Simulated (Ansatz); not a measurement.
In doubt: masses and optical values from hybrid runs of this build are listed as unsure (in some of the runs), which bears on the screening that GW takes from such a start.

Two G0W0 runs on AlAs (F-43m).

```
Al As
1.0
     0.00000    2.83040    2.83040
     2.83040    0.00000    2.83040
     2.83040    2.83040    0.00000
Al As
1 1
Direct
  0.00000 0.00000 0.00000
  0.25000 0.25000 0.25000
```

The cell and positions come from the Crystallography Open Database and are kept as given unless a step says otherwise.

The first (Ansatz 0.2.0; start PBE, 8×8×8 mesh, 407 empty bands, screening to 250 eV, hard PAW files; 1 × NVIDIA H100 80GB HBM3 (shared by 6 runs) with 3 threads of AMD EPYC 7R13 (Zen 3), shared host) gave, on its mesh: starting gap 1.44 eV, G0W0 gap 2.21 eV, RPA ε∞ (mean) 9.08, 3.4 min.

Q: The second changes start from PBE to PBE0. What does it give?

It gave: starting gap 2.72 eV, G0W0 gap 2.67 eV, RPA ε∞ (mean) 6.26, 4.1 min. The G0W0 gap moves by +0.46 eV, +1.28 eV from the start and −0.82 eV from the correction. Σc changes by −0.13 eV at the valence top and +0.17 eV at the conduction bottom, and Σx − Vxc between them by −1.11 eV.

Limits: not at the basis limit; no spin-orbit coupling.

[Paths, hosts, dates, memory and timing lines, banners, echoed tables and standing remarks are left out of the program output.]

[Logs are printed without paths, hosts, clocks, repeated set-up lines and the standing remarks that a program may print on its own settings, such as how far it seeks lower states.]

[Runs of the session that timed out or met a known fault of the program may be left out.]

[Cells called generated may have been cut or substituted from an entry of the Crystallography Open Database or the Materials Project.]

[Hosts, paths, dates, database ids (printed as entryN), source tags and the programs' standing remarks are cut or masked in the printed files.]
